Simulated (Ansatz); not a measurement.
## TaN: enthalpy against pressure

TaN, P6_3mc, a = 3.134 Å, c = 6.087 Å. This isn't the usual stable structure of the compound. Ansatz: r2SCAN, PAW, 500 eV, Γ-centred 18×18×8 mesh on 4 atoms, Gaussian smearing 0.10 eV; no spin polarisation. Cell and atoms are relaxed at each pressure, and no other structure is tried, so the rows at high pressure may lie past a change of phase. y is the enthalpy over the state at zero pressure; there V0 = 12.948 Å³/atom. The pressures are the targets, met within 0.02 GPa.

```
P (GPa) y (eV/atom)
   -1.0      -0.0810
    0.0       0.0000
    1.0       0.0807
    4.0       0.3208
   12.0       0.9484
   25.0            ?
   50.0       3.7298
   90.0       6.3978
```

Problem. Fit y = c1 P + c2 P² + c3 P³ to the other rows, say what c1 and c2 mean, and predict the missing value.

Solution. Least squares on the rows shown. y = 0.080681 P − 0.00014057 P² + 3.7749×10⁻⁷ P³. Since dH/dP = V, c1 is V0: 0.080681 eV/GPa × 160.2 = 12.925 Å³ against 12.948; c2 = −V0/(2B0) gives B0 = 287 GPa, where a Birch–Murnaghan fit to the volumes of the same runs (not shown) gives 258 GPa: a cubic over this range folds the higher terms into c2. At P = 25.0 the fit asked for gives 1.9351 eV/atom. The run gave 1.9336 eV/atom, so the fit is 0.0015 eV/atom too high, 0.023 % of the span of the series, against an rms of 0.0002 eV/atom on the fitted rows. With a term in P⁴ added, a fit to the same known rows predicts 1.9332 eV/atom, so most of the miss is curvature that the known rows already hold.

Spin–orbit coupling is left out, which can shift energies with elements as heavy as these.